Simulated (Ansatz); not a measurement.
The system is SnSe.

```
Sn Se
1.0
    11.42000    0.00000    0.00000
     0.00000    4.19000    0.00000
     0.00000    0.00000    4.46000
Sn Se
4 4
Direct
  0.87700 0.75000 0.90900
  0.62300 0.25000 0.40900
  0.37700 0.75000 0.59100
  0.12300 0.25000 0.09100
  0.64300 0.75000 0.98400
  0.85700 0.25000 0.48400
  0.14300 0.75000 0.51600
  0.35700 0.25000 0.01600
```

```yaml
Program: Ansatz 0.2.0
Task: relaxation of cell and atoms
Functional: BLYP
Dispersion: D3(BJ)
Potentials_or_basis: Ansatz PAW
Cutoff: "420 eV (not typed: the program's choice for these potentials)"
k_mesh: 3 × 6 × 6
Occupations: fermi-dirac, width 0.05 eV
Spin: no spin polarisation
```

At the start: volume 26.68 Å³/atom.

Q: Where does the relaxation end?

A: It ends after 7 steps and the volume is 27.41 Å³/atom (+2.7 %); space group Pnma (No. 62, to 0.05 Å).

The path:
```
step  energy change (eV)  largest force (eV/Å)  volume (Å³)
   1              0.0000                0.3567       213.41
   2             -0.0581                0.1342       222.72
   3             -0.0697                0.0328       220.94
   4             -0.0722                0.0175       219.19
   5             -0.0728                0.0189       219.14
   6             -0.0734                0.0029       219.26
   7             -0.0744                0.0031       219.26
```

Final structure:
```
Sn Se
1.0
    11.68456    0.00000    0.00000
     0.00000    4.19974    0.00000
     0.00000    0.00000    4.46816
Sn Se
4 4
Direct
  0.88044 0.75000 0.88608
  0.61956 0.25000 0.38608
  0.38044 0.75000 0.61392
  0.11956 0.25000 0.11392
  0.64387 0.75000 0.96959
  0.85613 0.25000 0.46959
  0.14387 0.75000 0.53041
  0.35613 0.25000 0.03041
```

Caveat: the plane-wave basis is chosen anew once the cell has moved, so the energies of steps on either side of that aren't comparable; the PAW data sets come from PBE, with cores solved anew for the run's functional, which leaves a small shift of forces and pressure.
